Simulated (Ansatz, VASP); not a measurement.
**GaAs: VASP beside Ansatz**

```xyz
2
Lattice="0.0000 2.8017 2.8017 2.8017 0.0000 2.8017 2.8017 2.8017 0.0000" Properties=species:S:1:pos:R:3 pbc="T T T"
Ga    0.0000    0.0000    0.0000
As    1.4009    1.4009    1.4009
```

Alike in both runs: functional LDA; k mesh 18 × 18 × 18; occupations gaussian, width 0.02 eV; no spin polarisation.

Ansatz relaxed the structure, and its values are those at the end. VASP's run is a single point on that final structure, the one shown.

|  | VASP | Ansatz |
| --- | --- | --- |
| version | VASP 6.6.1 | Ansatz 0.2.0 |
| potentials or method | VASP PAW LDA potentials, release 64 (Ga_d, As) | scalar-relativistic, plane waves, PAW |
| plane-wave cutoff (eV) | 520 | 420 |
| valence electrons in the cell | 18 | 28 |

Ansatz gave:

- gap on the k mesh at the Fermi level (eV): 0.49
- least direct gap on the mesh (eV): 0.49
- pressure (GPa): 0.0

Question: What did VASP give for the same quantities?

Answer: gap on the k mesh at the Fermi level (eV): 0.54; least direct gap on the mesh (eV): 0.54; pressure (GPa): 0.3.

The two sets of potentials don't hold the same shells in valence.

A k mesh can miss the band edges.
